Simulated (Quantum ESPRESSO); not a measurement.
## MnO in Quantum ESPRESSO: the effect of functional

MnO:

```
Mn O
1.0
     3.58271    0.00000    0.00000
     0.00000    3.58271    0.00000
     0.00000    0.00000    4.46048
Mn O
2 2
Direct
  0.00000 0.50000 0.00000
  0.50000 0.00000 0.50000
  0.00000 0.00000 0.25000
  0.00000 0.00000 0.75000
```

Measurements of this composition are mostly on another form, of space group No. 225.

Alike in all runs:

- Program: Quantum ESPRESSO 7.5
- Task: single point
- Potentials or basis: PseudoDojo 0.4 SR PBEsol stringent
- Cutoff: 1769 eV
- Density cutoff: 7075 eV
- k mesh: 5 × 5 × 4
- Occupations: gaussian, width 0.05 eV
- Spin: collinear spin, antiferromagnetic start
- Starting moments: [5.0, -5.0, 0.0, 0.0] μB
- Hubbard terms: Mn d U = 3 eV

```csv
functional,pressure (GPa)
LDA,-9.6
PBEsol,-4.9
PBE,-0.2
revPBE,2.5
RPBE,?
PW91,-0.5
```

Task: What does the run with functional RPBE give?

Result: Pressure 3.3 GPa.

Caveats: the potentials were made for another functional, which shifts forces and pressure (some runs).
